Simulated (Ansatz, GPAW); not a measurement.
AgI: PBE in single-zeta orbitals, run from Python

These are simulated results from GPAW 26.7.0, not measurements. The cell was built from a prototype and was relaxed with r2SCAN in plane waves (Ansatz 0.2.0). Not every such cell is a known phase. All runs are without spin polarisation.

It is hexagonal, P6_3mc (No. 186); a = 4.651 Å, c = 7.599 Å in the conventional setting, 35.59 Å³ an atom. Around Ag lie 4 I at 2.85 Å; around I lie 4 Ag at 2.85 Å.

The basis is minimal: single zeta, one radial function for each shell that the log's basis lists. It describes the filled bands fairly and the empty ones poorly.

Input script:

```python
import json
from ase import Atoms
from gpaw import GPAW, PW, FermiDirac

atoms = Atoms(['Ag', 'Ag', 'I', 'I'],
              cell=[[4.65087175, 0.0, 0.0], [-2.32543588, 4.02777309, 0.0], [0.0, 0.0, 7.59929669]],
              scaled_positions=[[0.333333333, 0.666666667, 4.856e-06], [0.666666667, 0.333333333, 0.500004856], [0.333333333, 0.666666667, 0.374995144], [0.666666667, 0.333333333, 0.874995144]],
              pbc=True)
calc = GPAW(mode='lcao', basis='sz(dzp)', h=0.2, xc='PBE', kpts={'size': (6, 6, 2), 'gamma': True},
            occupations=FermiDirac(0.02), maxiter=100, legacy_gpaw=True, txt='gpaw.txt')
atoms.calc = calc
res = {'energy': atoms.get_potential_energy(force_consistent=True)}
res['electrons'] = calc.get_number_of_electrons()
res['k'] = calc.get_ibz_k_points().tolist()
res['levels'] = [calc.get_eigenvalues(kpt=i).tolist() for i in range(len(res['k']))]
points = [[0.0, 0.0, 0.0], [0.5, 0.0, 0.0], [0.333333, 0.333333, 0.0], [0.0, 0.0, 0.5], [0.5, 0.0, 0.5], [0.333333, 0.333333, 0.5]]
bands = calc.fixed_density(kpts=points, symmetry='off', txt='bands.txt')
res['points'] = [bands.get_eigenvalues(kpt=i).tolist() for i in range(len(points))]
json.dump(res, open('results.json', 'w'))
print('free energy (eV):', round(res['energy'], 5))
```

Command: `python run.py`. It took 37 s on 1 thread of Arm Neoverse V1, with other jobs on the host, peak memory 0.21 GiB.

The log gpaw.txt, trimmed of paths, versions and times, then the last line on the terminal. An iter line gives the energy in eV and the logarithms of the changes of orbitals (plane waves alone) and density (c: converged):

```
___ ___ ___ _ _ _
 |   |   |_  | | | |

 | | | | | . | | | |

 |__ |  _|___|_____|  26.7.0
 |___|_|

Input parameters:
  basis: sz(dzp)
  h: 0.2
  kpts: {gamma: True,
         size: (6, 6, 2)}
  maxiter: 100
  mode: lcao
  occupations: {fixmagmom: False,
                name: fermi-dirac,
                width: 0.02}
  xc: PBE

System changes: positions, numbers, cell, pbc, initial_charges, initial_magmoms

Initialize ...

species:
  Ag:
    name:    Silver
    Z:       47.0
    valence: 17
    core:    30
    charge:  0.0  # [|e|]
    compensation charges:
      type: gauss
      rc: 0.40  # [Å]
      lmax: 2
    cutoffs:
      filter: 2.35  # [Å]
      core: 2.19  # [Å]
    projectors
    | kind |    occ | energy [eV] | rcut [Å] |

    |------|--------|-------------|----------|

    |   5s |  1.000 |      -4.401 |    1.286 |

    |   4p |  6.000 |     -58.577 |    1.328 |

    |   5p |  0.000 |      -0.738 |    1.328 |

    |   4d | 10.000 |      -7.446 |    1.180 |

    |    s |        |      22.811 |    1.286 |

    |    d |        |      19.766 |    1.180 |

    LCAO basis set for Ag:
      Name: sz(dzp)
      Number of radial functions: 4
      Number of spherical harmonics: 12
        l=0, rc=9.2812 Bohr: 5s-sz confined orbital
        l=1, rc=3.3750 Bohr: 4p-sz confined orbital
        l=1, rc=14.2344 Bohr: 5p-sz confined orbital
        l=2, rc=5.4531 Bohr: 4d-sz confined orbital
      Number of RI-basis functions 0

  I:
    name:    Iodine
    Z:       53.0
    valence: 7
    core:    46
    charge:  0.0  # [|e|]
    compensation charges:
      type: gauss
      rc: 0.37  # [Å]
      lmax: 2
    cutoffs:
      filter: 2.06  # [Å]
      core: 2.90  # [Å]
    projectors
    | kind |    occ | energy [eV] | rcut [Å] |

    |------|--------|-------------|----------|

    |   5s |  2.000 |     -17.382 |    1.164 |

    |   5p |  5.000 |      -7.088 |    1.164 |

    |    s |        |       9.829 |    1.164 |

    |    p |        |      20.123 |    1.164 |

    |    d |        |       0.000 |    1.164 |

    LCAO basis set for I:
      Name: sz(dzp)
      Number of radial functions: 2
      Number of spherical harmonics: 4
        l=0, rc=5.8750 Bohr: 5s-sz confined orbital
        l=1, rc=7.5156 Bohr: 5p-sz confined orbital
      Number of RI-basis functions 0

Reference energy: -676277.244040  # eV

Spin-paired calculation

Convergence criteria:
 Maximum [total energy] change in last 3 cyles: 0.0005 eV / valence electron
 Maximum integral of absolute [dens]ity change: 0.0001 electrons / valence electron
 Maximum integral of absolute [eigenst]ate change: 4e-08 eV^2 / valence electron
 Maximum number of scf [iter]ations: 100
 (Square brackets indicate name in SCF output, whereas a 'c' in
 the SCF output indicates the quantity has converged.)

Symmetries present (total): 1

  ( 1  0  0)
  ( 0  1  0)
  ( 0  0  1)

72 k-points: 6 x 6 x 2 Monkhorst-Pack grid + [1/12,1/12,1/4]
40 k-points in the irreducible part of the Brillouin zone
       k-points in crystal coordinates                weights
   0:     0.00000000    0.00000000    0.00000000          1/72
   1:     0.00000000    0.00000000    0.50000000          1/72
   2:     0.00000000    0.16666667    0.00000000          2/72
   3:     0.00000000    0.16666667    0.50000000          2/72
   4:     0.00000000    0.33333333    0.00000000          2/72
   5:     0.00000000    0.33333333    0.50000000          2/72
   6:     0.00000000    0.50000000    0.00000000          1/72
   7:     0.00000000    0.50000000    0.50000000          1/72
   8:     0.16666667   -0.33333333    0.00000000          2/72
   9:     0.16666667   -0.33333333    0.50000000          2/72
          ...
  39:     0.50000000    0.50000000    0.50000000          1/72

Wave functions: LCAO
  Diagonalizer: Serial LAPACK
  Atomic Correction: dense with blas
  Data-type: complex

Occupation numbers: Fermi-Dirac:
  width: 0.0200  # eV

Eigensolver
   LCAO using direct dense diagonalizer

Densities:
  Coarse grid: 20*20*36 grid
  Fine grid: 40*40*72 grid
  Total Charge: 0.000000

Density mixing:
  Method: separate
  Backend: msr1
  Linear mixing parameter: 0.05
  old densities: 10
  Width of damping distribution: 1.1
  Damping of long wavelength oscillations: 20

Hamiltonian:
  XC and Coulomb potentials evaluated on a 40*40*72 grid
  Using the PBE Exchange-Correlation functional
  Interpolation: tri-quintic (5. degree polynomial)
  Poisson solver: FastPoissonSolver using
    Stencil: 8*3+1=25 point O(h^6) finite-difference Laplacian
    FFT axes: [np.int64(0), np.int64(1), np.int64(2)]
    FST axes: []

XC parameters: PBE with 2 nearest neighbor stencil

Memory estimate:
  Process memory now: 121.42 MiB
  Calculator: 36.18 MiB
    Density: 19.88 MiB
      Arrays: 2.86 MiB
      Localized functions: 14.83 MiB
      Mixer: 2.20 MiB
    Hamiltonian: 2.99 MiB
      Arrays: 1.87 MiB
      XC: 0.00 MiB
      Poisson: 0.00 MiB
      vbar: 1.12 MiB
    Wavefunctions: 13.31 MiB
      C [qnM]: 0.62 MiB
      S, T [2 x qmm]: 1.25 MiB
      P [aqMi]: 0.08 MiB
      BasisFunctions: 11.36 MiB
      Eigensolver: 0.00 MiB

Total number of cores used: 1

Number of atoms: 4
Number of atomic orbitals: 32
Number of bands in calculation: 32
Number of valence electrons: 48
Bands to converge: occupied
Positions:
   0 Ag    -0.000000    2.685182    0.000037    ( 0.0000,  0.0000,  0.0000)
   1 Ag     2.325436    1.342591    3.799685    ( 0.0000,  0.0000,  0.0000)
   2 I     -0.000000    2.685182    2.849699    ( 0.0000,  0.0000,  0.0000)
   3 I      2.325436    1.342591    6.649348    ( 0.0000,  0.0000,  0.0000)

Unit cell:
           periodic     x           y           z      points  spacing
  1. axis:    yes    4.650872    0.000000    0.000000    20     0.2014
  2. axis:    yes   -2.325436    4.027773    0.000000    20     0.2014
  3. axis:    yes    0.000000    0.000000    7.599297    36     0.2111

  Lengths:   4.650872   4.650872   7.599297
  Angles:   90.000000  90.000000 120.000000

Effective grid spacing dv^(1/3) = 0.2146

iter:   1    -7.241001        c
iter:   2    -7.169892        c -1.50
iter:   3    -6.808750        c -1.54
iter:   4    -6.805607        c -2.26
iter:   5    -6.804219c       c -2.51
iter:   6    -6.804214c       c -3.80
iter:   7    -6.804213c       c -4.42c

Converged after 7 iterations.

Energy contributions relative to reference atoms: (reference = -676277.244040)

Kinetic:        +54.746963
Potential:      -47.375242
External:        +0.000000
XC:             -14.165122
Entropy (-ST):   -0.000000
Local:           -0.010812
SIC:             +0.000000
--------------------------
Free energy:     -6.804213
Extrapolated:    -6.804213

Showing only first 2 kpts
 Kpt  Band  Eigenvalues  Occupancy
  0    22      3.00606    2.00000
  0    23      3.00614    2.00000
  0    24      4.14617    0.00000
  0    25      5.82656    0.00000

  1    22      2.69015    2.00000
  1    23      2.69015    2.00000
  1    24      5.54003    0.00000
  1    25      5.54003    0.00000

Fermi level: 3.71947

Gap: 1.140 eV
Transition (v -> c):
  (s=0, k=0, n=23, [0.00, 0.00, 0.00]) -> (s=0, k=0, n=24, [0.00, 0.00, 0.00])
No difference between direct/indirect transitions

free energy (eV): -6.80421
```

The gap in the log is over the mesh alone; results.json adds the listed points. PBE in single-zeta orbitals gives a gap of 1.14 eV. On the same cell, plane-wave PBE (Ansatz, 6×6×4 k points and the special points) gives a gap of 1.37 eV and r2SCAN a gap of 1.86 eV; on shared hosts these took about 16 and 29 core-seconds on the 4-atom cell, against 37 for the script. Spin-orbit coupling, left out in all these runs, can cut or reorder the gap by tenths of an eV, up to about 1 eV with Pb or Bi.

Spin-orbit coupling is left out, which matters wherever the heavy atoms make up the band edges.
